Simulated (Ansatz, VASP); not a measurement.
# Cross-check of Cu (zigzag Cu chain) between VASP and Ansatz

One calculation is typed for both programs; each brings its own data sets. How far apart do they land? The structure shown is the start of the Ansatz relaxation below; VASP solves that cell, so the two are compared at the walk's first step.

Program: Ansatz 0.2.0. Level of theory: plane waves, with VASP 6.6.1 beside it; single point at r2SCAN. Results are calculated unless marked as measured.

### Step 1. The structure

The cell holds 2 atoms: 2 Cu. Cell: a = 9.000 Å, b = 7.500 Å, c = 4.429 Å, α = 90.0°, β = 90.0°, γ = 90.0°. Vacuum lies along a and b. The structure's axis is c.

### Step 2. Ansatz: relaxation, r2SCAN

Ansatz runs on its default PAW (the set named soft_2) files.

The two programs are compared at the cell with which this relaxation starts, whose forces are those of its first step.

Input file input.yaml:

```yaml
crystal:
  lattice:
    - [9.0, 0.0, 0.0]
    - [0.0, 7.5, 0.0]
    - [0.0, 0.0, 4.4288651258]
  atoms:
    - { symbol: Cu, position: [0.434586962, 0.5, 0.0], spin: 0.5 }
    - { symbol: Cu, position: [0.565413038, 0.5, 0.5], spin: 0.5 }
magnetization:
  spin_polarized: true
kpoints:
  mp_grid: { grid: [1, 1, 19] }
scf:
  occupations: { method: fermi_dirac, width: 0.05 }
hamiltonian:
  xc: r2scan
relax:
  cell: { fix: [a, b, alpha, beta, gamma] }
  max_steps: 60
```

Launch:

```console
> ansatz run input.yaml --threads 4 --pin off --max-ram 8192MiB --backend cpu --events-out ev --progress --plain --runs-dir out
```

Numbers of over 12 decimals in the logs are rounded to 6 here.

The log of the run:

```text
Engine: ansatz 0.2.0, aarch64-unknown-linux-gnu
Pseudopotentials: kind: paw
Pseudopotential: Cu, paw, valence charge 19, recommended cutoff 500 eV (meta_gga), Cu.paw.azcp
Functional definition: r2SCAN
  parameter k0 = 0.174
  parameter k1 = 0.065
  parameter a1 = 4.9479
  exchange = r2scan_x(k0 = k0, k1 = k1, a1 = a1)
  correlation = r2scan_c
Crystal: 2 atoms, lattice volume = 298.948 Å³
Basis set: ecut = 500 eV, 7563 PW (Γ), exchange–correlation on 288×240×144 points (64 copies of the dense FFT grid, shifted against one another)
Bands: 24, of which v1, the nominal top of the filled ones, is band 19 counted from 1 (18 counted from 0)
Symmetry: 8 space group operations
Space group: Pmma (ITA 51), of the structure as read, at distance tolerance 6.7e-5 Å
Magnetic group: BNS 51.289 (UNI 387), of the structure as read, at distance tolerance 6.7e-5 Å
k-points: 10 of 19
Non-local potential: Cu, projectors of the file, l = 0: 3, l = 1: 2, l = 2: 3, l = 3: 1
PAW form: soft (Blöchl's): semilocal exchange-correlation on the pseudo side does not see the compensation charge
PAW frozen core: Cu, regenerated for the run's functional (the file was generated under x = pbe(κ = 0.804, μ = 0.219515), c = pbe(β = 0.066725))
PAW one-centre angular grid: Cu, 590 points (default); XC on 160 Gauss nodes
Initial density: superposition of atomic densities (neutral atoms: chi_scale 0, normalization atom)
Starting moments: Σ|m| = 1 μB on 2 of 2 sites
Initial wavefunctions: pseudopotential atomic-orbital guess
Functional: x = r2scan, c = r2scan; τ floored in thin density (d = 2e-4 eV/Å³)
iter 1 solved again at ethr=1.78e-3 eV; its pass at ethr=3.10e-3 eV (dr2=6.77e-1 eV) is discarded
SCF iter   1: F=—  HF=-13257.754723 eV  |F-HF|=—  |Δ(HF+E_count)|=         —  Δρ=2.20e-2 (↑2.20e-2 ↓1.08e-2)  dr2=7.18e-1  dr2_τ=6.18e-3  dr2_m=6.52e-1  M=0.135 μB ∫|m|=0.265 μB  β_m=0.30  ethr=1.78e-3  ⟨swp⟩=1.0  Hψ=2978  notcnv=0
preconditioner: auto → LDOS  [metal: Δε(μ)=0.041 eV  Ē_g=4.961 eV  σ=0.050 eV  W_gap=0.20  n_scr=38 (ndim 8)  ℏωp=10.1 eV  f_vac=0.751  D(μ)=1.18/eV (n_scr^D=4)]
spin=Collinear: LDOS preconditioning applied to the charge; magnetization (m = ρ↑ − ρ↓) channel mixes plain (no charge-response kernel on spin).
SCF iter   2: F=—  HF=-13257.718471 eV  |F-HF|=—  |Δ(HF+E_count)|=   3.63e-2  Δρ=1.44e-2 (↑1.44e-2 ↓1.14e-2)  dr2=1.50e-1  dr2_τ=4.30e-3  dr2_m=4.36e-1  M=0.064 μB ∫|m|=0.180 μB  β_m=0.30  ethr=1.78e-3  ⟨swp⟩=2.4  Hψ=683  notcnv=0  κ⁻¹=1.0e0(r=1)
SCF iter   3: F=—  HF=-13257.770169 eV  |F-HF|=—  |Δ(HF+E_count)|=   5.17e-2  Δρ=1.08e-2 (↑1.08e-2 ↓8.40e-3)  dr2=3.71e-2  dr2_τ=1.88e-3  dr2_m=2.46e-1  M=0.037 μB ∫|m|=0.153 μB  β_m=0.30  ethr=3.96e-4  ⟨swp⟩=2.5  Hψ=799  notcnv=0  defer=7  κ⁻¹=7.3e-2(r=2)
SCF iter   4: F=—  HF=-13257.800220 eV  |F-HF|=—  |Δ(HF+E_count)|=   3.01e-2  Δρ=7.68e-3 (↑7.68e-3 ↓6.76e-3)  dr2=7.14e-3  dr2_τ=9.64e-4  dr2_m=1.41e-1  M=0.021 μB ∫|m|=0.125 μB  β_m=0.30  ethr=9.76e-5  ⟨swp⟩=2.2  Hψ=738  notcnv=0  defer=7  κ⁻¹=1.4e-3(r=3)
SCF iter   5: F=—  HF=-13257.823679 eV  |F-HF|=—  |Δ(HF+E_count)|=   2.35e-2  Δρ=5.51e-3 (↑5.35e-3 ↓5.51e-3)  dr2=2.74e-4  dr2_τ=5.07e-4  dr2_m=8.07e-2  M=0.013 μB ∫|m|=0.102 μB  β_m=0.30  ethr=1.88e-5  ⟨swp⟩=2.1  Hψ=803  notcnv=0  defer=9  κ⁻¹=2.6e-5(r=4)
SCF iter   6: F=—  HF=-13257.830471 eV  |F-HF|=—  |Δ(HF+E_count)|=   6.79e-3  Δρ=4.17e-3 (↑4.01e-3 ↓4.17e-3)  dr2=1.73e-4  dr2_τ=2.86e-4  dr2_m=4.58e-2  M=0.009 μB ∫|m|=0.084 μB  β_m=0.30  ethr=7.20e-7  ⟨swp⟩=2.5  Hψ=914  notcnv=0  defer=11  κ⁻¹=1.1e-5(r=5)
SCF iter   7: F=—  HF=-13257.833997 eV  |F-HF|=—  |Δ(HF+E_count)|=   3.53e-3  Δρ=3.15e-3 (↑3.03e-3 ↓3.15e-3)  dr2=3.21e-5  dr2_τ=1.64e-4  dr2_m=2.62e-2  M=0.006 μB ∫|m|=0.070 μB  β_m=0.31  ethr=4.56e-7  ⟨swp⟩=2.0  Hψ=820  notcnv=0  defer=12
Mixer restart at iter 7: flushing history
spin-set hold released at iteration 7 (site moments contracting): the magnetisation degrees of freedom join the quasi-Newton model from the next iteration; the mixer history was flushed
SCF iter   8: F=—  HF=-13257.836061 eV  |F-HF|=—  |Δ(HF+E_count)|=   2.06e-3  Δρ=2.32e-3 (↑2.29e-3 ↓2.32e-3)  dr2=3.22e-6  dr2_τ=9.25e-5  dr2_m=1.46e-2  M=0.004 μB ∫|m|=0.058 μB  β_m=0.31  ethr=8.44e-8  ⟨swp⟩=2.0  Hψ=932  notcnv=0  defer=12  κ⁻¹=1.0e0(r=1)
[...]
the starting moments were not kept: the SCF closed with an absolute magnetisation of 1.8e-3 μB, where they sum to 1 μB in size (2 sites). That is at most 0.1 of that sum.
SCF 13 converged in 8 iterations: F = -13259.231727 eV  dr2 = 7.21e-9
relax step  13: F+E_penalty+E_count = -13259.23172724 eV  Δ(F+E_penalty+E_count) = -3.904e-4 eV  max|allowed force component| = 4.150e-3 eV/Å  Δτ_max = 0.0050 Å  P = +0.009 GPa  Ω = 158.717 Å³  energy of the carried Pulay correction = +1.227e-2 eV  fix = [a, b, alpha, beta, gamma]  reactions: a +0.135, b -0.108 GPa  (8 SCF iters, dr2 threshold 2.00e-7 eV, accepted)
Basis set: ecut = 500 eV, 4035 PW (Γ), exchange–correlation on 288×240×72 points (64 copies of the dense FFT grid, shifted against one another)
Initial wavefunctions: pseudopotential atomic-orbital guess (no wavefunctions were taken with the density)
[...]
preconditioner: auto → Resta (q_TF=auto, 2.150 Å⁻¹)  ε∞=5.0  [insulator: Δε(μ)=0.372 eV  Ē_g=6.882 eV  σ=0.050 eV  W_gap=0.53  n_scr=22 (ndim 8)  ℏωp=13.8 eV  f_vac=0.713  D(μ)=1.21/eV (n_scr^D=8)  ε∞_Penn≈5.0  vacuum switching on, ρ_ref=3.4e-3 e/Å³]
spin=Collinear: Resta preconditioning applied to the charge; magnetization (m = ρ↑ − ρ↓) channel mixes plain (no charge-response kernel on spin).
[...]
SCF iter   6: F=—  HF=-13259.229877 eV  |F-HF|=—  |Δ(HF+E_count)|=   3.83e-8  Δρ=2.65e-6 (↑2.56e-6 ↓2.65e-6)  dr2=2.34e-8  dr2_τ=8.91e-11  dr2_m=4.73e-11  M=0.001 μB ∫|m|=0.002 μB  β_m=1.20  ethr=6.63e-11  ⟨swp⟩=2.0  Hψ=701  notcnv=0  κ⁻¹=4.3e-6(r=5)
SCF iter   7: F=—  HF=-13259.229877 eV  |F-HF|=—  |Δ(HF+E_count)|=   3.05e-8  Δρ=1.19e-6 (↑1.05e-6 ↓1.19e-6)  dr2=5.70e-9  dr2_τ=1.49e-11  dr2_m=4.76e-11  M=0.001 μB ∫|m|=0.001 μB  β_m=1.20  ethr=6.16e-11  ⟨swp⟩=2.0  Hψ=702  notcnv=0  κ⁻¹=1.6e-6(r=6)
SCF iter   8: F=—  HF=-13259.229877 eV  |F-HF|=—  |Δ(HF+E_count)|=  5.09e-10  Δρ=2.63e-7 (↑2.01e-7 ↓2.63e-7)  dr2=1.82e-10  dr2_τ=2.32e-12  dr2_m=3.74e-11  M=0.001 μB ∫|m|=0.001 μB  β_m=1.20  ethr=1.50e-11  ⟨swp⟩=1.9  Hψ=625  notcnv=0  κ⁻¹=1.5e-6(r=7)
SCF iter   9: F=—  HF=-13259.229877 eV  |F-HF|=—  |Δ(HF+E_count)|=   1.06e-9  Δρ=2.14e-7 (↑2.14e-7 ↓1.95e-7)  dr2=4.08e-11  dr2_τ=1.40e-12  dr2_m=3.71e-11  M=0.001 μB ∫|m|=0.001 μB  β_m=1.20  ethr=1.00e-12  ⟨swp⟩=2.0  Hψ=712  notcnv=0  κ⁻¹=5.2e-7(r=8)
SCF iter  10: F=—  HF=-13259.229877 eV  |F-HF|=—  |Δ(HF+E_count)|=  9.68e-10  Δρ=1.61e-7 (↑1.61e-7 ↓1.60e-7)  dr2=7.99e-12  dr2_τ=7.68e-13  dr2_m=3.33e-11  M=0.001 μB ∫|m|=0.001 μB  β_m=1.20  ethr=1.00e-12  ⟨swp⟩=6.0  Hψ=2152  notcnv=0  κ⁻¹=1.7e-7(r=8)
SCF iter  11: F=—  HF=-13259.229877 eV  |F-HF|=—  |Δ(HF+E_count)|=   1.85e-9  Δρ=1.50e-7 (↑1.44e-7 ↓1.50e-7)  dr2=1.75e-12  dr2_τ=5.81e-13  dr2_m=3.03e-11  M=0.001 μB ∫|m|=0.001 μB  β_m=1.20  ethr=1.00e-12  ⟨swp⟩=6.9  Hψ=2283  notcnv=0  κ⁻¹=6.4e-8(r=8)
SCF iter  12: F=—  HF=-13259.229877 eV  |F-HF|=—  |Δ(HF+E_count)|=   1.84e-9  Δρ=2.29e-7 (↑1.85e-7 ↓2.29e-7)  dr2=9.21e-11  dr2_τ=6.49e-13  dr2_m=2.54e-11  M=0.001 μB ∫|m|=0.001 μB  β_m=1.20  ethr=1.00e-12  ⟨swp⟩=7.0  Hψ=2301  notcnv=0  κ⁻¹=4.1e-7(r=8)
SCF iter  13: F=—  HF=-13259.229877 eV  |F-HF|=—  |Δ(HF+E_count)|=   4.80e-9  Δρ=9.91e-8 (↑9.52e-8 ↓9.91e-8)  dr2=3.04e-12  dr2_τ=3.22e-13  dr2_m=1.28e-11  M=0.001 μB ∫|m|=0.001 μB  β_m=1.20  ethr=1.00e-12  ⟨swp⟩=4.3  Hψ=2649  notcnv=0  κ⁻¹=1.6e-5(r=8)
SCF iter  14: F=—  HF=-13259.229877 eV  |F-HF|=—  |Δ(HF+E_count)|=   2.18e-9  Δρ=8.73e-8 (↑8.73e-8 ↓7.28e-8)  dr2=7.03e-12  dr2_τ=2.24e-13  dr2_m=6.93e-12  M=0.001 μB ∫|m|=0.001 μB  β_m=1.20  ethr=1.00e-12  ⟨swp⟩=7.0  Hψ=2526  notcnv=0  κ⁻¹=1.6e-5(r=8)
SCF iter  15: F=-13259.229877 eV  HF=-13259.229877 eV  |F-HF|=5.64e-11  |Δ(HF+E_count)|=   2.52e-9  Δρ=3.56e-8 (↑3.56e-8 ↓2.74e-8)  dr2=1.78e-12  dr2_τ=3.29e-14  dr2_m=6.63e-13  M=0.000 μB ∫|m|=0.000 μB  ethr=1.00e-12  ⟨swp⟩=7.8  Hψ=2585  notcnv=0
the starting moments were not kept: the SCF closed with an absolute magnetisation of 1.8e-4 μB, where they sum to 1 μB in size (2 sites). That is at most 0.1 of that sum.
SCF 14 converged in 15 iterations: F = -13259.229877 eV  dr2 = 1.78e-12
relax step  14: F+E_penalty+E_count = -13259.22987728 eV  Δ(F+E_penalty+E_count) = +1.850e-3 eV  max|allowed force component| = 4.973e-3 eV/Å  Δτ_max = 0.0000 Å  P = -0.003 GPa  Ω = 158.717 Å³  fix = [a, b, alpha, beta, gamma]  reactions: a +0.125, b -0.119 GPa  stress off target by 1.45e-2 GPa on what of the cell is left free  SCF on the basis re-selected at this cell (its energy is not comparable with the rows above)  (15 SCF iters)
basis re-selected at this cell: Δ(F+E_penalty+E_count) = +1.850e-3 eV, ΔP = -0.012 GPa vs the last step (what re-selecting the basis moved, of the pressure what is left beyond the Pulay correction that the steps carried, after the strain that the cell walked since its last selection, with what the two solves' SCF thresholds leave and, on support functions, any second-order correction that the steps lacked; it is no measure of the basis error at this ecutwfc). The dense FFT grid was sized anew with the basis: this SCF ran on 72×60×18 points, the steps before it on 72×60×36, so part of this shift can come from that change (see relax.cell in the input reference). [rest of the remark cut]
SCF converged after 15 iterations
Stability not checked: this state was not tested for a lower state beside it, because the mixer in use, unlike msr1, does not test its closes by its own steps (another_mixer; see scf.mixing.algorithm and scf.lower_state_search)
Magnetization: 0.0002 μB (19.0001 up, 18.9999 down)
Absolute magnetization: 0.0002 μB (∫|ρ↑−ρ↓|, with the PAW one-centre terms)
Spin contamination: 0.0000 ħ² per cell (⟨S²⟩ above its minimum at these occupations)
Per-site moments (μB) at R_I (Å): [(2.2885814378213833e-5, 0.966189), (2.288581437794754e-5, 0.966189)]
Free energy (F): -13259.229877 eV
Harris-Foulkes:  -13259.229877 eV  (|F-HF|=5.64e-11)
Internal energy: -13259.220623 eV  (E = F + TS)
E sigma→0 (E₀):  -13259.225250 eV
Entropy (-TS):   -0.009254 eV (-4.627 meV/atom)
Fermi energy:    -1.509360 eV
--- Per-component energies (eV) ---
  E_band       = -1416.011957
  E_kinetic    = 599.865249
  E_local      = -20734.155336  (includes V_loc(G=0)·N_el)
  E_nonlocal   = 804.132434
  E_hartree    = 9572.036300
  E_xc         = -162.158844
  E_vxc        = -242.285617  (∫ρ·V_xc dr)
  E_paw        = -3368.898965  (= ΣΔE_a)
  E_vpaw       = -1005.812742  (= ΣTr[D̂ρ^β])
  E_aug_tail   = 0.000284  (compensation charges beyond the density's cutoff)
  E_vtau       = 18.171043  (kinetic-family band-sum trace: ∫τ·v_τ [+ j·A + Jᵃ·Aᵃ] dr)
  E_ewald      = 30.560470
  E_core_change = -0.602216  (= ΣΔE_core)
  E_smearing   = -0.009254  (= −TS)
  E_closure    = 0.000000  (closes the sum)
  Σ components = -13259.229877   (vs F -13259.229877, Δ=0.00e0)
--- Forces (eV/Å), atoms counted from 1 ---
  atom   1  Cu    -0.00497257    -0.00000000     0.00000000
  atom   2  Cu     0.00497257    -0.00000000    -0.00000000
  max |Σ_I F_I| component: 6.06e-28 eV/Å
--- Stress (GPa, compression-positive) ---
        0.125049       0.000000       0.000000
        0.000000      -0.118630      -0.000000
        0.000000      -0.000000      -0.014513
  P = ⅓ Tr σ = -0.0027 GPa (-0.027 kbar)
--- Relaxed structure (13 steps of the walk, 13 accepted, 1 SCFs on fresh bases) ---
  F+E_penalty+E_count = -13259.22987728 eV   max|allowed force component| = 4.973e-3 eV/Å   (the final SCF, on the basis selected at the relaxed cell)
  cell:  # Å, volume = 158.7169 Å³
    - [9.0, 0.0, 0.0]
    - [0.0, 7.5, 0.0]
    - [0.0, 0.0, 2.351361]
  atoms:
    - { symbol: Cu, position: [0.387453, 0.500000, 0.0] }
    - { symbol: Cu, position: [0.612547, 0.500000, 0.500000] }
```

(Continued in part 2 of 2.)

[Lines on the potential files, build, host, timing and source positions are cut from VASP's logs without a mark.]

[Logs are printed without paths, hosts, clocks, repeated set-up lines and the standing remarks that a program may print on its own settings, such as how far it seeks lower states.]

[Hosts, paths, dates, database ids (printed as entryN), source tags and the programs' standing remarks are cut or masked in the printed files.]
